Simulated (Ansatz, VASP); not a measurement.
## Two plane-wave programs on SiGe5

INCAR

```
PREC = Accurate
ENCUT = 520
EDIFF = 1E-7
ISMEAR = 0
SIGMA = 0.1
LREAL = F
LASPH = T
NELM = 100
ALGO = Normal
ISIF = 2
LWAVE = F
LCHARG = F
GGA = PE
NBANDS = 46
```

KPOINTS

```
regular mesh
0
Gamma
  6 6 4
```

Contents of POSCAR:

```
SiGe5
1.0
    4.6164053900      0.0000000000      0.0000000000
   -2.3082026900      3.9979243400      0.0000000000
    0.0000000000      0.0000000000      6.2665430600
Si Ge
1 5
Direct
    0.0000000000      0.0000000000      0.5000000000
    0.6666666700      0.3333333300      0.7959949400
    0.0000000000      0.0000000000      0.0000000000
    0.6666666700      0.3333333300      0.2040050600
    0.3333333300      0.6666666700      0.2040050600
    0.3333333300      0.6666666700      0.7959949400
```

Input for Ansatz:

```yaml
crystal:
  lattice:
    - [4.61640539, 0.0, 0.0]
    - [-2.30820269, 3.99792434, 0.0]
    - [0.0, 0.0, 6.26654306]
  atoms:
    - { symbol: Si, position: [0.0, 0.0, 0.5] }
    - { symbol: Ge, position: [0.66666667, 0.33333333, 0.79599494] }
    - { symbol: Ge, position: [0.0, 0.0, 0.0] }
    - { symbol: Ge, position: [0.66666667, 0.33333333, 0.20400506] }
    - { symbol: Ge, position: [0.33333333, 0.66666667, 0.20400506] }
    - { symbol: Ge, position: [0.33333333, 0.66666667, 0.79599494] }
basis:
  ecutwfc: 420
kpoints:
  mp_grid: { grid: [6, 6, 4] }
hamiltonian:
  xc: pbe
scf:
  occupations: { method: gaussian, width: 0.1 }
  lower_state_search: "off"
output:
  forces: true
  stress: true
  eigenvalues: true
```

Change from the starting cell: species swapped into the BaSn5 type (P6/mmm, No. 191).

Alike in both runs: task single point; functional PBE; k mesh 6 × 6 × 4; occupations gaussian, width 0.1 eV; no spin polarisation.

|  | VASP | Ansatz |
| --- | --- | --- |
| version | VASP 6.6.1 | Ansatz 0.2.0 |
| potentials or method | VASP PAW PBE potentials, release 64 (Si, Ge_d) | scalar-relativistic, plane waves, PAW |
| plane-wave cutoff (eV) | 520 | 420 |
| valence electrons in the cell | 74 | 74 |

Ansatz gave:

| Quantity | Value |
| --- | --- |
| gap on the k mesh at the Fermi level (eV) | none |
| pressure (GPa) | 4.1 |
| largest component of the traceless stress (GPa) | 5.16 |
| rms of the force components (eV/Å) | 0.504 |

Question: What did VASP give for the same quantities?

Answer: gap on the k mesh at the Fermi level (eV): none; pressure (GPa): 4.2; largest component of the traceless stress (GPa): 5.17; rms of the force components (eV/Å): 0.507.

Atom by atom the forces differ by 0.003 eV/Å (rms over components). A gap of «none» marks a metal or a gap that the smearing closes. The functional is the same, so the differences come from potentials, cutoffs and numerics.

Caveats: forces of over 1 eV/Å show positions far from the minimum, so gaps and moduli don't describe the material at rest.
